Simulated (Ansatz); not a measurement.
Crystal: Se, diamond type, 2 atoms in the cell.

All numbers below come from Ansatz, r²SCAN, plane waves, PAW datasets (generated hard set).

Cutoff 700 eV; k-mesh 9×9×9 Γ-centred; Fermi–Dirac smearing of 0.1 eV; no spin polarisation.

```json
{"V (Å³/atom)": "29.209", "a (Å)": "6.1593", "E − E(min) (meV/atom)": "16.56", "P (GPa)": "2.98"}
{"V (Å³/atom)": "30.161", "a (Å)": "6.2256", "E − E(min) (meV/atom)": "3.82", "P (GPa)": "1.36"}
{"V (Å³/atom)": "31.114", "a (Å)": "6.2904", "E − E(min) (meV/atom)": "0.00", "P (GPa)": "-0.04"}
{"V (Å³/atom)": "32.066", "a (Å)": "6.3540", "E − E(min) (meV/atom)": "3.83", "P (GPa)": "-1.22"}
{"V (Å³/atom)": "33.018", "a (Å)": "6.4163", "E − E(min) (meV/atom)": "14.20", "P (GPa)": "-2.24"}
```

(1) Fit a third-order Birch–Murnaghan equation of state to the energies.

## Answers

(1) V₀ = 31.088 Å³/atom (a₀ = 6.289 Å), B₀ = 42.0 GPa, B₀′ = 4.07.

The stress includes the program's correction for the finite plane-wave basis.

This cubic structure is a model: it isn't the usual form of the substance at ambient conditions, and such phases are metastable or hypothetical. The k-mesh is modest, so these values aren't fully converged in k. Potentials made with PBE were used with another functional.
